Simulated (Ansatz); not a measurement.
LiBr (rocksalt), relaxed with r2SCAN, was run in the plane-wave code Ansatz under altered settings. All numbers are computed, without spin polarisation but where a row says otherwise.

```
CELL_PARAMETERS angstrom
0.00000 2.73957 2.73957
2.73957 0.00000 2.73957
2.73957 2.73957 0.00000
ATOMIC_POSITIONS crystal
Li 0.00000 0.00000 0.00000
Br 0.50000 0.50000 0.50000
```

The base run's other keys:
```yaml
kpoints:
  mp_grid: { grid: [4, 4, 4] }
hamiltonian:
  xc: hse06
scf:
  occupations: { method: fixed }
  n_extra_bands: 4
```

It takes 11 iterations with 821 plane waves at 420 eV and 8 k points, and leaves a mean stress of +0.05 GPa. The gap over this mesh is 6.218 eV.

Outcomes, with energy and stress as changes against the base:
```
                                  setting            outcome  ΔF (meV/atom)  Δ mean stress (GPa)  gap on the mesh (eV)  iterations
PBE hybrid, exx coeff 0.35, omega 0.5 1/Å          converged              –                  0.0                 5.915          10
 PBE hybrid, exx coeff 0.5, omega 0.3 1/Å          converged              –                 -0.4                 7.038          12
                     hamiltonian.xc: hiss            refused              –                    –                     –           –
                hamiltonian.xc: cam_b3lyp          converged              –                 +0.2                 9.196           9
                            accuracy: low          converged            0.0                  0.0                 6.218          11
          kpoints.mp_grid.grid: [2, 4, 6]  converged, warned            +47                 +0.8                 6.205          10
```
A dash marks a value that wasn't obtained or can't be compared. Stress is positive in compression. Its mean hides that meshes of lower symmetry stress the axes unequally.

- PBE hybrid, exx coeff 0.35, omega 0.5 1/Å. That is 35 % exact exchange, screened with ω = 0.5 1/Å, against HSE06's 25 % screened at 0.208 1/Å. The mean stress moves by 0.0 GPa and the gap on the mesh by -0.302 eV (to 5.915). Totals of different functionals aren't comparable.
- PBE hybrid, exx coeff 0.5, omega 0.3 1/Å. That is 50 % exact exchange, screened with ω = 0.3 1/Å, against HSE06's 25 % screened at 0.208 1/Å. The mean stress moves by -0.4 GPa and the gap on the mesh by +0.820 eV (to 7.038). Totals of different functionals aren't comparable.
- hamiltonian.xc: hiss. The program doesn't start. Error: inconsistent input (scf.exx.singularity, hamiltonian.xc): left to auto with a screened hybrid — auto would keep the own limit of the kernel of several ranges that all end (none), and with it the interaction's periodic images, which move energies and levels by what the mesh and the cell leave; type `singularity […]
- hamiltonian.xc: cam_b3lyp. The mean stress moves by +0.2 GPa and the gap on the mesh by +2.978 eV (to 9.196). It's another functional on the same cell, so totals aren't comparable.
- kpoints.mp_grid.grid: [2, 4, 6]. The free energy moves by +47 meV an atom, the mean stress by +0.8 GPa (single components by up to 1.7) and the gap on the mesh by -0.013 eV (to 6.205). The mesh breaks the crystal's symmetry, so the stress, and any force that symmetry no longer fixes, lose it too. The mesh is too coarse. Warned: symmetry narrowed by mesh.

Within 1 meV an atom, 0.1 GPa and 0.005 eV of the base stay: accuracy: low.

Spin-orbit coupling is left out.

The stress of a hybrid is loosely converged in these runs.

The meshes of the hybrids are coarse, so their gaps aren't converged to the digits shown.
